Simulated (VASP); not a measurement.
# Shielding tensors and field gradients of BN, part 2 of 4

What are the shielding tensors of BN? The cell has space group P6_3/mmc. The start is a cell from a database of measured crystal structures.

VASP 6.6.1, plane waves and PAW; the level of theory is named at each step.

So far. Step 2 (Ground state): The cell has a gap of 4.42 eV on this mesh and a pressure of +5.2 GPa, which holds the misfit of the given cell and coordinates with this functional, and any error of cutoff, mesh and data sets.

The database entry behind the starting cell differs from later determinations by our own check (about 0.3 % short, minor phase), so it need not match the best structure at ambient conditions.

### Step 3. Shielding tensors

This step: chemical shifts by linear response (GIPAW), PBE; plane waves and PAW (N, B) (VASP 6.6.1).

LCHIMAG computes the induced currents by linear response. It needs tightly converged orbitals and a cutoff well above the default; LEFG adds the field gradients at no cost.

File INCAR:

```
SYSTEM = BN
PREC = Accurate
ENCUT = 560
EDIFF = 1E-09
NELM = 100
ISMEAR = 0
SIGMA = 0.01
LREAL = .FALSE.
ALGO = Normal
GGA = PE
NBANDS = 14
LWAVE = .FALSE.
LCHARG = .FALSE.
KPAR = 2
LCHIMAG = .TRUE.
LEFG = .TRUE.
DQ = 0.001
ICHIBARE = 1
LNMR_SYM_RED = .TRUE.
```

File POSCAR:

```
BN
1.0
    2.4982400000      0.0000000000      0.0000000000
   -1.2491200000      2.1635393048      0.0000000000
    0.0000000000      0.0000000000      6.6357000000
N B
2 2
Direct
    0.6666666667      0.3333333333      0.2500000000
    0.3333333333      0.6666666667      0.7500000000
    0.6666666667      0.3333333333      0.7500000000
    0.3333333333      0.6666666667      0.2500000000
```

File KPOINTS:

```
Automatic mesh
0
Gamma
9 9 3
0 0 0
```

The projector-augmented-wave data sets are N and B (PBE family, release 64).

Run with:

```
mpirun -np 2 vasp_std
```

The log of the run:

```text
[... set-up lines as in an earlier step ...]
 entering main loop
       N       E                     dE             d eps       ncg     rms          rms(c)
DAV:   1     0.581423877123E+02    0.58142E+02   -0.84741E+03   672   0.112E+03
DAV:   2    -0.345435457246E+02   -0.92686E+02   -0.83713E+02   898   0.255E+02
DAV:   3    -0.387180352028E+02   -0.41745E+01   -0.41484E+01   918   0.548E+01
DAV:   4    -0.387548785216E+02   -0.36843E-01   -0.36836E-01   768   0.549E+00
DAV:   5    -0.387553117428E+02   -0.43322E-03   -0.43317E-03   894   0.576E-01    0.113E+01
DAV:   6    -0.355126843810E+02    0.32426E+01   -0.63543E+00   822   0.206E+01    0.509E+00
DAV:   7    -0.352227477142E+02    0.28994E+00   -0.54936E-01   834   0.611E+00    0.315E+00
DAV:   8    -0.351456365105E+02    0.77111E-01   -0.26448E-01   822   0.367E+00    0.446E-01
DAV:   9    -0.351415860427E+02    0.40505E-02   -0.15662E-02   774   0.107E+00    0.194E-01
DAV:  10    -0.351425117861E+02   -0.92574E-03   -0.12440E-03   738   0.294E-01    0.341E-02
DAV:  11    -0.351426157395E+02   -0.10395E-03   -0.12005E-04   834   0.964E-02    0.251E-02
DAV:  12    -0.351426220893E+02   -0.63498E-05   -0.29086E-05   726   0.431E-02    0.368E-03
DAV:  13    -0.351426222197E+02   -0.13033E-06   -0.10583E-06   900   0.821E-03    0.947E-04
DAV:  14    -0.351426223243E+02   -0.10469E-06   -0.17048E-07   702   0.314E-03    0.268E-04
DAV:  15    -0.351426223241E+02    0.26762E-09   -0.36830E-09   894   0.507E-04
ion   1
     0.0000000    -0.0000000     0.0000000    -7.5872659     0.0000000    -0.0000000
     0.0000281    -0.0000000     0.0000000    -7.5872659     0.0000000    -0.0000000
     0.0000381    -0.0000000     0.0000000    -7.5872659     0.0000000    -0.0000000
     0.0000517    -0.0000000     0.0000000    -7.5872658     0.0000000    -0.0000000
     0.0000701    -0.0000000     0.0000000    -7.5872658     0.0000000    -0.0000000

     0.0000000    -0.0000000     0.0000000    -8.9602855     0.0000000    -0.0000000
     0.0000281    -0.0000000     0.0000000    -8.9602852     0.0000000    -0.0000000
     0.0000381    -0.0000000     0.0000000    -8.9602850     0.0000000    -0.0000000
     0.0000517    -0.0000000     0.0000000    -8.9602846     0.0000000    -0.0000000
     0.0000701    -0.0000000     0.0000000    -8.9602839     0.0000000    -0.0000000

ion   2
     0.0000000    -0.0000000    -0.0000000    -7.5872659    -0.0000000    -0.0000000
     0.0000281    -0.0000000    -0.0000000    -7.5872659    -0.0000000    -0.0000000
     0.0000381    -0.0000000    -0.0000000    -7.5872659    -0.0000000    -0.0000000
     0.0000517    -0.0000000    -0.0000000    -7.5872658    -0.0000000    -0.0000000
     0.0000701    -0.0000000    -0.0000000    -7.5872658    -0.0000000    -0.0000000

     0.0000000    -0.0000000    -0.0000000    -8.9602855    -0.0000000    -0.0000000
     0.0000281    -0.0000000    -0.0000000    -8.9602852    -0.0000000    -0.0000000
     0.0000381    -0.0000000    -0.0000000    -8.9602850    -0.0000000    -0.0000000
     0.0000517    -0.0000000    -0.0000000    -8.9602846    -0.0000000    -0.0000000
     0.0000701    -0.0000000    -0.0000000    -8.9602839    -0.0000000    -0.0000000

ion   3
     0.0000000     0.0000000    -0.0000000   -25.2739427    -0.0000000    -0.0000000
     0.0000257     0.0000000    -0.0000000   -25.2739427    -0.0000000    -0.0000000
     0.0000354     0.0000000    -0.0000000   -25.2739426    -0.0000000    -0.0000000
     0.0000487     0.0000000    -0.0000000   -25.2739425    -0.0000000    -0.0000000
     0.0000671     0.0000000    -0.0000000   -25.2739424    -0.0000000    -0.0000000

     0.0000000     0.0000000    -0.0000000   -34.5772297    -0.0000000    -0.0000000
     0.0000257     0.0000000    -0.0000000   -34.5772285    -0.0000000    -0.0000000
     0.0000354     0.0000000    -0.0000000   -34.5772276    -0.0000000    -0.0000000
     0.0000487     0.0000000    -0.0000000   -34.5772260    -0.0000000    -0.0000000
     0.0000671     0.0000000    -0.0000000   -34.5772234    -0.0000000    -0.0000000

ion   4
     0.0000000     0.0000000    -0.0000000   -25.2739427    -0.0000000    -0.0000000
     0.0000257     0.0000000    -0.0000000   -25.2739427    -0.0000000    -0.0000000
     0.0000354     0.0000000    -0.0000000   -25.2739426    -0.0000000    -0.0000000
     0.0000487     0.0000000    -0.0000000   -25.2739425    -0.0000000    -0.0000000
     0.0000671     0.0000000    -0.0000000   -25.2739424    -0.0000000    -0.0000000

     0.0000000     0.0000000    -0.0000000   -34.5772297    -0.0000000    -0.0000000
     0.0000257     0.0000000    -0.0000000   -34.5772285    -0.0000000    -0.0000000
     0.0000354     0.0000000    -0.0000000   -34.5772276    -0.0000000    -0.0000000
     0.0000487     0.0000000    -0.0000000   -34.5772260    -0.0000000    -0.0000000
     0.0000671     0.0000000    -0.0000000   -34.5772234    -0.0000000    -0.0000000

   1 F= -.35142622E+02 E0= -.35142622E+02  d E =-.226602E-45
DAV:   1    -0.772044891712E+02   -0.77204E+02   -0.21952E-10   664   0.112E-04
DAV:   2    -0.772044891712E+02   -0.34532E-10   -0.43897E-11   466   0.538E-05
BDIR= 1  IDIR= 2  IQ= -1
DAV:   1    -0.154388390789E+03   -0.15439E+03   -0.96866E-03  1610   0.744E-01
DAV:   2    -0.154388428839E+03   -0.38050E-04   -0.38050E-04  1748   0.174E-01
DAV:   3    -0.154388428976E+03   -0.13697E-06   -0.13697E-06  1784   0.952E-03
DAV:   4    -0.154388428978E+03   -0.15008E-08   -0.14830E-08  1718   0.999E-04
DAV:   5    -0.154388428978E+03    0.71054E-12   -0.23050E-10  1354   0.979E-05
       N       E                     dE             d eps       ncg     rms
RMM:   1    -0.564636954625E+02   -0.56464E+02   -0.59632E+01  2429   0.526E+01
RMM:   2    -0.573532521384E+02   -0.88956E+00   -0.23909E+00  2695   0.733E+00
RMM:   3    -0.574200510219E+02   -0.66799E-01   -0.81786E-02  2822   0.146E+00
RMM:   4    -0.574217783445E+02   -0.17273E-02   -0.33023E-03  2885   0.222E-01
RMM:   5    -0.574219146910E+02   -0.13635E-03   -0.22678E-04  2843   0.436E-02
RMM:   6    -0.574219225750E+02   -0.78840E-05   -0.17426E-05  2861   0.100E-02
RMM:   7    -0.574219232678E+02   -0.69280E-06   -0.75255E-07  2724   0.196E-03
RMM:   8    -0.574219233046E+02   -0.36761E-07   -0.86985E-08  2387   0.509E-04
RMM:   9    -0.574219233098E+02   -0.52162E-08   -0.39743E-09  1899   0.117E-04
RMM:  10    -0.574219233100E+02   -0.22059E-09   -0.68662E-10  1651   0.555E-05
BDIR= 1  IDIR= 2  IQ=  0
DAV:   1    -0.154408979365E+03   -0.15441E+03   -0.78234E-10  1270   0.240E-04
DAV:   2    -0.154408979365E+03    0.85265E-11   -0.94723E-11   904   0.115E-04
       N       E                     dE             d eps       ncg     rms
[...]
RLQ:   8    -0.413544662875E+00   -0.11583E-08   -0.16641E-09  1603   0.103E-04
RLQ:   9    -0.413544662960E+00   -0.84877E-10   -0.18841E-10  1304   0.515E-05
BDIR= 3  IDIR= 1  IQ= -1
DAV:   1    -0.154409886050E+03   -0.15441E+03   -0.96754E-03  1620   0.744E-01
DAV:   2    -0.154409925214E+03   -0.39164E-04   -0.39164E-04  1688   0.175E-01
DAV:   3    -0.154409925347E+03   -0.13249E-06   -0.13249E-06  1806   0.912E-03
DAV:   4    -0.154409925348E+03   -0.94875E-09   -0.94463E-09  1762   0.839E-04
       N       E                     dE             d eps       ncg     rms
RMM:   1    -0.565802188636E+02   -0.56580E+02   -0.11904E+02  2620   0.523E+01
RMM:   2    -0.580961540330E+02   -0.15159E+01   -0.22502E+00  2907   0.701E+00
RMM:   3    -0.581635498852E+02   -0.67396E-01   -0.93983E-02  2927   0.124E+00
RMM:   4    -0.581666943849E+02   -0.31445E-02   -0.51465E-03  2960   0.214E-01
RMM:   5    -0.581669334136E+02   -0.23903E-03   -0.37064E-04  2956   0.469E-02
RMM:   6    -0.581669518902E+02   -0.18477E-04   -0.33775E-05  2942   0.116E-02
RMM:   7    -0.581669534633E+02   -0.15731E-05   -0.28895E-06  2721   0.305E-03
RMM:   8    -0.581669536109E+02   -0.14763E-06   -0.28699E-07  2304   0.816E-04
RMM:   9    -0.581669536215E+02   -0.10614E-07   -0.19757E-08  2057   0.216E-04
RMM:  10    -0.581669536225E+02   -0.99676E-09   -0.21332E-09  1861   0.816E-05
BDIR= 3  IDIR= 1  IQ=  0
DAV:   1    -0.154408979365E+03   -0.15441E+03   -0.78238E-10  1270   0.240E-04
DAV:   2    -0.154408979365E+03   -0.16485E-10   -0.95663E-11   904   0.115E-04
       N       E                     dE             d eps       ncg     rms
RMM:   1    -0.566067327932E+02   -0.56607E+02   -0.11898E+02  2620   0.523E+01
RMM:   2    -0.581526594820E+02   -0.15459E+01   -0.23815E+00  2908   0.701E+00
RMM:   3    -0.582174810226E+02   -0.64822E-01   -0.87698E-02  2921   0.123E+00
RMM:   4    -0.582203371887E+02   -0.28562E-02   -0.46464E-03  2958   0.211E-01
RMM:   5    -0.582205481880E+02   -0.21100E-03   -0.32463E-04  2952   0.457E-02
RMM:   6    -0.582205622429E+02   -0.14055E-04   -0.25552E-05  2925   0.111E-02
RMM:   7    -0.582205634150E+02   -0.11721E-05   -0.20551E-06  2678   0.284E-03
RMM:   8    -0.582205635300E+02   -0.11501E-06   -0.22223E-07  2300   0.767E-04
RMM:   9    -0.582205635390E+02   -0.89916E-08   -0.16584E-08  2061   0.210E-04
RMM:  10    -0.582205635400E+02   -0.96136E-09   -0.19598E-09  1866   0.808E-05
BDIR= 3  IDIR= 1  IQ=  1
DAV:   1    -0.154407994391E+03   -0.15441E+03   -0.96612E-03  1614   0.744E-01
DAV:   2    -0.154408033544E+03   -0.39153E-04   -0.39153E-04  1676   0.175E-01
DAV:   3    -0.154408033678E+03   -0.13443E-06   -0.13446E-06  1810   0.915E-03
DAV:   4    -0.154408033679E+03   -0.11303E-08   -0.11124E-08  1750   0.895E-04
DAV:   5    -0.154408033680E+03   -0.36778E-10   -0.12805E-10  1320   0.833E-05
       N       E                     dE             d eps       ncg     rms
RMM:   1    -0.566592214473E+02   -0.56659E+02   -0.11914E+02  2621   0.524E+01
RMM:   2    -0.582055899520E+02   -0.15464E+01   -0.23805E+00  2911   0.701E+00
RMM:   3    -0.582704695719E+02   -0.64880E-01   -0.87697E-02  2923   0.123E+00
RMM:   4    -0.582733312090E+02   -0.28616E-02   -0.46707E-03  2961   0.211E-01
RMM:   5    -0.582735431651E+02   -0.21196E-03   -0.32787E-04  2956   0.458E-02
RMM:   6    -0.582735573218E+02   -0.14157E-04   -0.25854E-05  2940   0.111E-02
RMM:   7    -0.582735585032E+02   -0.11814E-05   -0.20589E-06  2713   0.283E-03
RMM:   8    -0.582735586212E+02   -0.11799E-06   -0.24393E-07  2302   0.770E-04
RMM:   9    -0.582735586288E+02   -0.76344E-08   -0.14376E-08  2052   0.199E-04
RMM:  10    -0.582735586296E+02   -0.71807E-09   -0.10619E-09  1862   0.761E-05
BDIR= 3  IDIR= 2  IQ= -1
DAV:   1    -0.154388390789E+03   -0.15439E+03   -0.96866E-03  1610   0.744E-01
DAV:   2    -0.154388428839E+03   -0.38050E-04   -0.38050E-04  1748   0.174E-01
DAV:   3    -0.154388428976E+03   -0.13702E-06   -0.13697E-06  1784   0.952E-03
DAV:   4    -0.154388428978E+03   -0.14765E-08   -0.14831E-08  1718   0.999E-04
DAV:   5    -0.154388428978E+03    0.12449E-10   -0.23041E-10  1354   0.979E-05
       N       E                     dE             d eps       ncg     rms
RMM:   1    -0.567312133501E+02   -0.56731E+02   -0.12028E+02  2565   0.524E+01
RMM:   2    -0.581387715468E+02   -0.14076E+01   -0.20604E+00  2824   0.688E+00
RMM:   3    -0.581933385190E+02   -0.54567E-01   -0.81852E-02  2845   0.117E+00
RMM:   4    -0.581957054991E+02   -0.23670E-02   -0.35558E-03  2869   0.191E-01
RMM:   5    -0.581958544545E+02   -0.14896E-03   -0.25826E-04  2855   0.402E-02
RMM:   6    -0.581958652428E+02   -0.10788E-04   -0.17125E-05  2810   0.943E-03
RMM:   7    -0.581958661093E+02   -0.86649E-06   -0.17388E-06  2543   0.248E-03
RMM:   8    -0.581958661938E+02   -0.84535E-07   -0.16515E-07  2145   0.627E-04
RMM:   9    -0.581958661987E+02   -0.48959E-08   -0.92159E-09  1902   0.173E-04
RMM:  10    -0.581958661992E+02   -0.43275E-09   -0.64032E-10  1703   0.692E-05
BDIR= 3  IDIR= 2  IQ=  0
DAV:   1    -0.154408979365E+03   -0.15441E+03   -0.78232E-10  1270   0.240E-04
DAV:   2    -0.154408979365E+03   -0.40700E-10   -0.94882E-11   904   0.115E-04
       N       E                     dE             d eps       ncg     rms
RMM:   1    -0.567500704555E+02   -0.56750E+02   -0.12041E+02  2565   0.524E+01
RMM:   2    -0.581639500186E+02   -0.14139E+01   -0.20811E+00  2824   0.689E+00
RMM:   3    -0.582180766169E+02   -0.54127E-01   -0.81200E-02  2836   0.117E+00
RMM:   4    -0.582204084271E+02   -0.23318E-02   -0.34874E-03  2872   0.190E-01
RMM:   5    -0.582205521112E+02   -0.14368E-03   -0.24985E-04  2850   0.396E-02
RMM:   6    -0.582205625412E+02   -0.10430E-04   -0.16536E-05  2809   0.927E-03
RMM:   7    -0.582205633732E+02   -0.83201E-06   -0.16984E-06  2536   0.243E-03
RMM:   8    -0.582205634553E+02   -0.82079E-07   -0.16131E-07  2130   0.613E-04
RMM:   9    -0.582205634598E+02   -0.45034E-08   -0.85738E-09  1893   0.168E-04
RMM:  10    -0.582205634602E+02   -0.39152E-09   -0.54935E-10  1695   0.676E-05
BDIR= 3  IDIR= 2  IQ=  1
DAV:   1    -0.154429491544E+03   -0.15443E+03   -0.96668E-03  1610   0.744E-01
DAV:   2    -0.154429529909E+03   -0.38364E-04   -0.38364E-04  1754   0.175E-01
DAV:   3    -0.154429530050E+03   -0.14118E-06   -0.14118E-06  1784   0.964E-03
DAV:   4    -0.154429530051E+03   -0.15444E-08   -0.15384E-08  1712   0.101E-03
DAV:   5    -0.154429530051E+03   -0.27768E-10   -0.23929E-10  1366   0.990E-05
       N       E                     dE             d eps       ncg     rms
RMM:   1    -0.567685080358E+02   -0.56769E+02   -0.12050E+02  2566   0.524E+01
RMM:   2    -0.581875702707E+02   -0.14191E+01   -0.20913E+00  2824   0.689E+00
RMM:   3    -0.582420871338E+02   -0.54517E-01   -0.81038E-02  2843   0.117E+00
RMM:   4    -0.582444825660E+02   -0.23954E-02   -0.36000E-03  2872   0.191E-01
RMM:   5    -0.582446331234E+02   -0.15056E-03   -0.26221E-04  2851   0.403E-02
RMM:   6    -0.582446443596E+02   -0.11236E-04   -0.17822E-05  2812   0.951E-03
RMM:   7    -0.582446452758E+02   -0.91612E-06   -0.18452E-06  2538   0.251E-03
RMM:   8    -0.582446453692E+02   -0.93441E-07   -0.18275E-07  2142   0.648E-04
RMM:   9    -0.582446453750E+02   -0.58287E-08   -0.11061E-08  1912   0.180E-04
RMM:  10    -0.582446453756E+02   -0.53740E-09   -0.83463E-10  1709   0.715E-05
       N       E                     dE             d eps       ncg     rms
RLQ:   1    -0.312361786327E+00   -0.31236E+00   -0.13685E-01  1433   0.926E+00
RLQ:   2    -0.363249534383E+00   -0.50888E-01   -0.23648E-02  2177   0.923E-01
RLQ:   3    -0.363734255423E+00   -0.48472E-03   -0.64904E-04  2216   0.101E-01
RLQ:   4    -0.363758645368E+00   -0.24390E-04   -0.49479E-05  2232   0.165E-02
RLQ:   5    -0.363760260998E+00   -0.16156E-05   -0.22264E-06  2194   0.327E-03
RLQ:   6    -0.363760370525E+00   -0.10953E-06   -0.23472E-07  1856   0.789E-04
RLQ:   7    -0.363760382316E+00   -0.11791E-07   -0.18651E-08  1433   0.221E-04
RLQ:   8    -0.363760383344E+00   -0.10279E-08   -0.23902E-09  1159   0.830E-05
RLQ:   9    -0.363760383465E+00   -0.12099E-09   -0.19119E-10   990   0.476E-05
```

It took 2.8 min on 2 MPI ranks of Intel Xeon 6975P-C (Granite Rapids), shared host; peak memory 0.51 GiB.

Parts of OUTCAR (step 3):

```text
 Found     24 irreducible k-points:

   dimension x,y,z NGX =    20 NGY =   20 NGZ =   54
   dimension x,y,z NGXF=    40 NGYF=   40 NGZF=  108

   ENCUT  =  560.0 eV  41.16 Ry    6.42 a.u.   4.82  4.82 12.80*2*pi/ulx,y,z

   NELECT =      16.0000    total number of electrons

  Total        1.4125381      1.4125381      0.6330823      0.0000000     -0.0000000      0.0000000
  in kB       63.0993740     63.0993740     28.2803688      0.0000000     -0.0000000      0.0000000
  external PRESSURE =      51.4930389 kB  Pullay stress =       0.0000000 kB

  energy-cutoff  :      560.00
  volume of cell :       35.87
      direct lattice vectors                 reciprocal lattice vectors
     2.498240000  0.000000000  0.000000000     0.400281798  0.231102804  0.000000000
    -1.249120000  2.163539305  0.000000000     0.000000000  0.462205608  0.000000000
     0.000000000  0.000000000  6.635700000     0.000000000  0.000000000  0.150700002

 POSITION                                       TOTAL-FORCE (eV/Angst)
 -----------------------------------------------------------------------------------
      1.24912      0.72118      1.65892         0.000000     -0.000000      0.000000
     -0.00000      1.44236      4.97677        -0.000000      0.000000      0.000000
      1.24912      0.72118      4.97677        -0.000000      0.000000      0.000000
     -0.00000      1.44236      1.65892         0.000000     -0.000000      0.000000
 -----------------------------------------------------------------------------------
    total drift:                                0.000000     -0.000000      0.000000

 Electric field gradients after diagonalization (V/A^2)
 (convention: |V_zz| > |V_xx| > |V_yy|)
----------------------------------------------------------------------
 ion       V_xx      V_yy      V_zz     asymmetry (V_yy - V_xx)/ V_zz
----------------------------------------------------------------------
   1      -1.342    -1.341     2.684       0.001
   2      -1.342    -1.341     2.684       0.001
   3     -17.530   -17.530    35.059       0.000
   4     -17.530   -17.530    35.059       0.000
----------------------------------------------------------------------

  ORBITAL MAGNETIC SUSCEPTIBILITY, excluding core contribution
 -------------------------------------------------------------
  Approximate magnetic susceptibility, pGv (10^-6 cm^3/mole)
     1        -19.709479          0.000000          0.000000
     2          0.000000        -19.769121          0.000000
     3          0.000000         -0.000000        -32.357707
 -------------------------------------------------------------
  Approximate magnetic susceptibility, vGv (10^-6 cm^3/mole)
     1        -17.351659          0.000000          0.000000
     2          0.000000        -17.394961         -0.000000
     3          0.000000          0.000000        -34.695287

  CSA tensor (J. Mason, Solid State Nucl. Magn. Reson. 2, 285 (1993))
  for chemical shielding  (including the isotropic core contribution)

  BDIR labels direction of applied magnetic field (i.e. B0)
  For BDIR==1, B0 along x-axis, etc.
  Induced field listed along cartesian directions for each BDIR
 ------------------------------------------------------------------------------------------
                 EXCLUDING G=0 CONTRIBUTION              INCLUDING G=0 CONTRIBUTION
 ------------------------------------------------------------------------------------------
  ion  BDIR            X           Y           Z                X           Y           Z
          (   iso_shield        span        skew ) (   iso_shield        span        skew )
 ------------------------------------------------------------------------------------------
    1     1      34.0544      0.0000     -0.0000          41.9669      0.0000     -0.0000
          2       0.0000     34.0544     -0.0000           0.0000     41.9901     -0.0000
          3      -0.0000      0.0000    254.7675          -0.0000      0.0000    267.5859
          (     107.6254    220.7131      1.0000 ) (     117.1810    225.6190      0.9998 )

    2     1      34.0544      0.0000     -0.0000          41.9669      0.0000     -0.0000
          2       0.0000     34.0544     -0.0000           0.0000     41.9901     -0.0000
          3      -0.0000      0.0000    254.7675          -0.0000      0.0000    267.5859
          (     107.6254    220.7131      1.0000 ) (     117.1810    225.6190      0.9998 )

    3     1      44.9408     -0.0000      0.0000          52.8533     -0.0000      0.0000
          2       0.0000     44.9410      0.0000           0.0000     52.8766      0.0000
          3       0.0000      0.0000     83.5449           0.0000      0.0000     96.3633
          (      57.8089     38.6041      1.0000 ) (      67.3644     43.5099      0.9989 )

    4     1      44.9408     -0.0000      0.0000          52.8533     -0.0000      0.0000
          2       0.0000     44.9410      0.0000           0.0000     52.8766      0.0000
          3       0.0000      0.0000     83.5449           0.0000      0.0000     96.3633
          (      57.8089     38.6041      1.0000 ) (      67.3644     43.5099      0.9989 )
 ------------------------------------------------------------------------------------------

[... 6 parts as in an earlier step ...]

[... 1 further part left out ...]
```

This step gave:

```yaml
pressure: 5.149 GPa
```

Valence and core; the G = 0 term is that of a spherical sample. NMR shielding, by row:

```csv
atom,isotropic shielding (ppm),span (ppm),skew,isotropic shielding without the G = 0 term (ppm)
N1,117.2,225.6,0.9998,107.6
N2,117.2,225.6,0.9998,107.6
B3,67.36,43.51,0.9989,57.81
B4,67.36,43.51,0.9989,57.81
```

Ordered as |Vzz| ≥ |Vxx| ≥ |Vyy|, the program's way. Electric field gradients, by row:

```csv
atom,Vxx (V/Å²),Vyy (V/Å²),Vzz (V/Å²),asymmetry
N1,-1.342,-1.341,2.684,0.001
N2,-1.342,-1.341,2.684,0.001
B3,-17.53,-17.53,35.06,0
B4,-17.53,-17.53,35.06,0
```

(Part 2 of 4 ends here.)

[Lines on the potential files, build, host, timing and source positions are cut from VASP's logs without a mark.]

[Logs are printed without paths, hosts, clocks, repeated set-up lines and the standing remarks that a program may print on its own settings, such as how far it seeks lower states.]

[Hosts, paths, dates, database ids (printed as entryN), source tags and the programs' standing remarks are cut or masked in the printed files.]
